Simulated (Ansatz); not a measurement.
# Computed properties of WC

```
W C
1.0
     2.90050    0.00000    0.00000
    -1.45025    2.51191    0.00000
     0.00000    0.00000    2.82900
W C
1 1
Direct
  0.00000 0.00000 0.00000
  0.66667 0.33333 0.50000
```

Atoms are numbered in the order listed.

The cell comes from COD entry 2102244, which wasn't checked; take it as a given geometry.

Spin–orbit coupling is left out, though it moves levels of the heavy atoms by tenths of an eV or more.

Methods: DFT, PBE, all-electron LAPW, scalar-relativistic (Ansatz 0.2.0); DFT, PBE, PAW with Ansatz's default frozen-core files, scalar-relativistic (Ansatz 0.2.0).

For LAPW: a Γ-centred 13×13×12 k mesh, Fermi–Dirac smearing of 0.05 eV, basis error target 1 meV/atom, no spin polarisation. PAW takes a cutoff of 420 eV at this cell. The Ansatz runs share mesh, smearing and spin set-up. Values come from LAPW unless marked.

```json
{
 "Pressure at this cell": "8.47 GPa",
 "Band gap": "none: bands cross the Fermi level, a metal",
 "Stress xx, yy, zz (compression positive)": "8.43, 8.43, 8.56 GPa",
 "Density of states at the Fermi level (0.2 eV bin)": "0.25 states/eV per cell",
 "Löwdin charges (with 0.08 e of the cell spilling out of the atomic basis, so their sizes and signs hang on that basis)": "W1 0.80, C2 -0.72 e",
 "Bader charges (from the PAW run)": "W1 +1.42, C2 -1.42 e",
 "Volume per atom": "10.31 Å³"
}
```
